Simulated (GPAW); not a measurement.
A run of GPAW 26.7.0 is set up as follows.

run.py

```python
from ase import Atoms
from ase.dft.bandgap import bandgap
from ase.io import write
from ase.units import GPa
from gpaw import GPAW, PW

atoms = Atoms(['Zr', 'S', 'S'],
              cell=[[3.6913825498, 0.0, 0.0],
                    [-1.8456912749, 3.1968310632, 0.0],
                    [0.0, 0.0, 6.04107701]],
              scaled_positions=[[0.0, 0.0, 0.0],
                                [0.3333333333, 0.6666666667, 0.23790997],
                                [0.6666666667, 0.3333333333, 0.76209003]],
              pbc=True)

calc = GPAW(mode=PW(600),
            xc='MGGA_X_R2SCAN+MGGA_C_R2SCAN',
            kpts={'size': (6, 6, 3), 'gamma': True},
            occupations={'name': 'fermi-dirac', 'width': 0.05},
            setups={'Zr': ':d,1.0'},
            nbands=24,
            convergence={'density': 1e-05, 'energy': 1e-05},
            maxiter=150,
            txt='gpaw.txt')
atoms.calc = calc
energy = atoms.get_potential_energy()
forces = atoms.get_forces()
stress = atoms.get_stress()
calc.write('gs.gpw')
write('result.traj', atoms)
print(f'Energy: {energy:.6f} eV')
print('Forces (eV/A):')
print(forces.round(4))
print('Stress (GPa):', (stress / GPa).round(3))
print('Fermi level:', round(calc.get_fermi_level(), 4), 'eV')
print(f'Gap: {bandgap(calc)[0]:.4f} eV, direct: {bandgap(calc, direct=True)[0]:.4f} eV')

path = atoms.cell.bandpath('GMKGALHA,LM,KH', npoints=80, eps=1e-4)
bs_calc = calc.fixed_density(kpts=path, symmetry='off', nbands=39,
                             convergence={'bands': 'CBM+6.0', 'eigenstates': 1e-6}, txt='bands.txt')
bs = bs_calc.band_structure()
bs.write('bs.json')
print(f'Gap on the path: {bandgap(bs_calc)[0]:.4f} eV')
```

Potentials or basis: GPAW PAW data sets (gpaw-data 1.2.1), pw.

Command:

```sh
$ OMP_NUM_THREADS=1 python run.py
```

Question: Predict the largest force.

Answer: 0.042 eV/Å.

Question: Predict the band gap on the k mesh.

Answer: 1.60 eV, indirect (least direct gap 2.17 eV).

Question: Predict the band gap along the path.

Answer: 1.51 eV, indirect (least direct gap 2.17 eV).

Question: Predict the pressure.

Answer: 0.7 GPa.

Forces on the atoms (eV/Å):
```
Zr   0.000  0.000  0.000
S    0.000  0.000  0.042
S    0.000  0.000 -0.042
```

Caveat: the PAW data sets were made with another functional, which shifts forces and pressure a little; the mesh misses the band edges, which the band path finds closer together.

**Experimental background.**

“Stress-Tuned Optical Transitions in Layered 1T-MX2 (M= Hf, Zr, Sn; X= S, Se) Crystals”, 2022, arxiv:2210.12074 quotes, for a bulk crystal of ZrS2: band gap 1.68 eV (indirect).

Against the measured gap of ZrS2, 1.68 eV (indirect; quoted in “Stress-Tuned Optical Transitions in Layered 1T-MX2 (M= Hf, Zr, Sn; X= S, Se) Crystals”, 2022, arxiv:2210.12074), the calculated 1.51 eV is off by -0.17 eV. Spin-orbit coupling on Zr is left out. The value is that of r2SCAN+U, without temperature or zero-point motion. The cell is a database's relaxed one, not the measured one, which moves gaps too.
